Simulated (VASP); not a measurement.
The system is C.

```
CELL_PARAMETERS angstrom
0.00000 1.78337 1.78337
1.78337 0.00000 1.78337
1.78337 1.78337 0.00000
ATOMIC_POSITIONS crystal
C 0.00000 0.00000 0.00000
C 0.25000 0.25000 0.25000
```

This isn't the form of C at room conditions, which is graphite.

Base run:

```yaml
Program: VASP 6.6.1
Functional: PBE
Potentials_or_basis: VASP PAW PBE potentials, release 64 (C)
Cutoff: 520 eV
k_mesh: 11 × 11 × 11
Occupations: fermi-dirac, width 0.02 eV
Spin: no spin polarisation
```

Its results: band gap on the k mesh 4.13 eV, indirect (least direct gap 5.59 eV); pressure 2.5 GPa.

**Question.** After a change of settings the same cell gave: band gap on the k mesh 4.32 eV, indirect (least direct gap 5.84 eV); pressure -1.3 GPa. Which change was it?
A. functional from PBE to HSE06; k mesh from 11 × 11 × 11 to 8 × 8 × 8
B. functional from PBE to PBEsol
C. functional from PBE to r2SCAN
D. functional from PBE to LDA; potentials or basis from VASP PAW PBE potentials, release 64 (C) to VASP PAW LDA potentials, release 64 (C)

**Answer.** C.

r2SCAN gives the wider gap, since meta-GGAs in the generalised Kohn-Sham scheme recover part of the derivative discontinuity.

Caveats: an odd mesh through Γ misses points on the zone boundary, where band edges often lie; the PAW data sets were made with another functional, which shifts forces and pressure a little (some runs).

Not every run made on this cell is shown here.
